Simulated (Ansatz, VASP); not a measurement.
**SrTiO3: VASP beside Ansatz**

File INCAR:

```
SYSTEM = SrTiO3
PREC     = Accurate       ! precision mode
ENCUT    = 520            ! plane-wave cutoff, eV
EDIFF    = 1E-8           ! SCF threshold, eV
ISMEAR   = -1             ! smearing method
SIGMA    = 0.05           ! smearing width, eV
LREAL    = .FALSE.        ! projectors in reciprocal space
LASPH    = .TRUE.         ! aspherical terms in the spheres
NELM     = 60             ! most SCF steps
ALGO     = Normal         ! electronic algorithm
ISIF     = 2              ! what is computed and relaxed
LWAVE    = .FALSE.        ! write WAVECAR
LCHARG   = .FALSE.        ! write CHGCAR
GGA      = PE             ! functional
LEFG     = .TRUE.       
NBANDS   = 28             ! bands
```

The input KPOINTS:

```
Automatic mesh
0
G
  7 7 7
  0 0 0
```

File POSCAR:

```
SrTiO3
1.0
    3.9440500000      0.0000000000      0.0000000000
    0.0000000000      3.9440500000      0.0000000000
    0.0000000000      0.0000000000      3.9050000000
Sr Ti O
1 1 3
Direct
    0.0000000000      0.0000000000      0.0000000000
    0.5000000000      0.5000000000      0.5000000000
    0.0000000000      0.5000000000      0.5000000000
    0.5000000000      0.0000000000      0.5000000000
    0.5000000000      0.5000000000      0.0000000000
```

Input for Ansatz:

```yaml
crystal:
  lattice:
    - [3.94405, 0.0, 0.0]
    - [0.0, 3.94405, 0.0]
    - [0.0, 0.0, 3.905]
  atoms:
    - { symbol: Sr, position: [0.0, 0.0, 0.0] }
    - { symbol: Ti, position: [0.5, 0.5, 0.5] }
    - { symbol: O, position: [0.0, 0.5, 0.5] }
    - { symbol: O, position: [0.5, 0.0, 0.5] }
    - { symbol: O, position: [0.5, 0.5, 0.0] }
kpoints:
  mp_grid: { grid: [7, 7, 7] }
scf:
  occupations: { method: fermi_dirac, width: 0.05 }
hamiltonian:
  xc: pbe
  pseudopotentials: { kind: all_electron, datasets: crystal }
output:
  forces: true
  stress: true
  eigenvalues: true
  efg: { contact_densities: true }
```

Change from the starting cell: equal xx and yy strain of +1 %, crystal datasets.

Alike in both runs: task electric field gradients; functional PBE; k mesh 7 × 7 × 7; occupations fermi-dirac, width 0.05 eV; no spin polarisation.

```csv
,VASP,Ansatz
version,VASP 6.6.1,Ansatz 0.2.0
potentials or method,"VASP PAW PBE potentials, release 64 (Sr_sv, Ti_sv, O)","all-electron PAW with datasets made for the crystal, scalar-relativistic"
plane-wave cutoff (eV),520,see its input
```

```csv
,VASP,Ansatz,Ansatz less VASP
gap on the k mesh at the Fermi level (eV),1.87,1.89,+0.024
pressure (GPa),1.4,0.7,-0.63
largest component of the traceless stress (GPa),1.50,1.47,-0.028
Vzz of the field gradient on the site that differs most (V/Å²),10.5,11.4,+0.86
```

Ansatz ran all-electron here, so the differences hold the error of VASP's frozen core and of both bases. Ansatz warned: «gradients_without_spin_orbit».

Caveats: an odd mesh through Γ misses points on the zone boundary, where band edges often lie.
